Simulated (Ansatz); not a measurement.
# Two Ansatz runs on Li

The cell is COD entry 9008473, as deposited and not checked against the literature; nothing was relaxed. The listed cell was then made from it by scaling, straining or moving an atom.

First run: DFT, PBE, all-electron LAPW, scalar-relativistic (Ansatz 0.2.0).

Command: `ansatz run input.yaml --threads 1 --pin off --max-ram 2048MiB --backend cpu --events-out ev --progress --plain --runs-dir out` The run took 1.8 s on 1 thread of AMD EPYC 7B13 (Zen 3), on a shared host, peak memory 0.24 GiB.

```yaml
crystal:
  lattice:
    - [0.0, 2.1834949234, 2.1834949234]
    - [2.1834949234, 0.0, 2.1834949234]
    - [2.1834949234, 2.1834949234, 0.0]
  atoms:
    - { symbol: Li, position: [0.0, 0.0, 0.0] }
kpoints:
  mp_grid: { grid: [16, 16, 16] }
scf:
  occupations: { method: fermi_dirac, width: 0.05 }
hamiltonian:
  xc: pbe
  pseudopotentials: { kind: all_electron, lapw: { basis_error: 0.0005 } }
output:
  forces: true
  stress: true
  eigenvalues: true
```

Result: converged; pressure -0.39 GPa; 4 SCF iterations.

A second input differs as follows:

```diff
@@ -10,4 +10,6 @@
 scf:
   occupations: { method: fermi_dirac, width: 0.05 }
+  convergence: { dr2_threshold: 1.0e-16 }
+  max_iter: 100
 hamiltonian:
   xc: pbe
```

Question: Does the change harm the result?

Answer: Not here: the run converged; energy at zero smearing 0.0 meV/atom from the first run; pressure -0.39 GPa; 7 SCF iterations, so the odd setting did no harm in this case.
